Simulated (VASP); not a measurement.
Crystal: SrCl2.

```
CELL_PARAMETERS angstrom
0.00000 3.48835 3.48835
3.48835 0.00000 3.48835
3.48835 3.48835 0.00000
ATOMIC_POSITIONS crystal
Sr 0.00000 0.00000 0.00000
Cl 0.75000 0.75000 0.75000
Cl 0.25000 0.25000 0.25000
```

Base run:

```yaml
Program: VASP 6.6.1
Functional: PBE0
Potentials_or_basis: VASP PAW PBE potentials, release 64 (Sr_sv, Cl)
Cutoff: 520 eV
k_mesh: 4 × 4 × 4
Occupations: gaussian, width 0.02 eV
Spin: no spin polarisation
```

Its results: band gap on the k mesh 7.34 eV, indirect (least direct gap 7.56 eV); pressure 0.5 GPa.

Problem. After a change of settings the same cell gave: band gap on the k mesh 6.38 eV, indirect (least direct gap 6.56 eV); pressure 0.6 GPa. Which change was it?
A. functional from PBE0 to r2SCAN-EpsX
B. functional from PBE0 to HSE03
C. functional from PBE0 to HSE06

Solution. B.

Caveats: the PAW data sets were made with another functional, which shifts forces and pressure a little.
